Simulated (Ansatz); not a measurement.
# MoS2 in Ansatz: the effect of functional

The system is MoS2, a slab with vacuum.

```
S Mo
1.0
     3.18413    0.00000    0.00000
    -1.59206    2.75753    0.00000
     0.00000    0.00000   35.43725
S Mo
4 2
Direct
  0.33333 0.66667 0.21164
  0.33333 0.66667 0.29920
  0.33333 0.66667 0.70080
  0.33333 0.66667 0.78836
  0.00000 0.00000 0.25542
  0.00000 0.00000 0.74458
```

Alike in all runs:

- Program: Ansatz 0.2.0
- Task: single point
- Potentials or basis: all-electron LAPW, scalar-relativistic
- Cutoff: 241 eV (chosen from the basis error)
- Basis error allowed: 0.002 eV/atom
- k mesh: 10 × 10 × 1
- Occupations: fermi-dirac, width 0.05 eV
- Spin: no spin polarisation

| functional | largest force (eV/Å) | work function (eV) |
| --- | --- | --- |
| PBE | 0.22 | 5.07 |
| LDA | 0.39 | 5.31 |
| PBEsol | ? | ? |

Question: What does the run with functional PBEsol give?

Answer: Largest force 0.15 eV/Å; work function 5.11 eV.
